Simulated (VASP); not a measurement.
A run of VASP 6.6.1:

Contents of INCAR:

```
SYSTEM = CuI
PREC = Accurate
ENCUT = 600
EDIFF = 1E-7
ISMEAR = 0
SIGMA = 0.03
LREAL = .FALSE.
LASPH = .TRUE.
NELM = 80
ALGO = Fast
ISIF = 2
LWAVE = .FALSE.
LCHARG = .FALSE.
GGA = PS
IBRION = 2
NSW = 40
EDIFFG = -0.01
```

File KPOINTS:

```
regular mesh
0
G
  8 8 8
  0 0 0
```

File POSCAR:

```
CuI                                     
1.0
    0.0000000000      2.9926880695      2.9926880695
    2.9926880695      0.0000000000      2.9926880695
    2.9926880695      2.9926880695      0.0000000000
  Cu              I             
     1     1
Direct
     0.2500000000000000    0.2500000000000000    0.2500000000000000
     0.0000000000000000    0.0000000000000000    0.0000000000000000
```

Potentials or basis: VASP PAW PBE potentials, release 64 (Cu, I).

Launch:

```console
$ cat potpaw_PBE.64/Cu/POTCAR potpaw_PBE.64/I/POTCAR > POTCAR
$ mpirun -np 1 vasp_std > vasp.out
```

Hardware: 1 thread of Intel(R) Xeon(R) Platinum 8559C (Emerald Rapids), on a shared host.

Estimate the wall time of this run.

It took 18 s on 1 thread of Intel(R) Xeon(R) Platinum 8559C (Emerald Rapids), with other jobs on the host, peak memory 0.21 GiB. Counts: scf iterations 15, k points 29, ion steps 1.
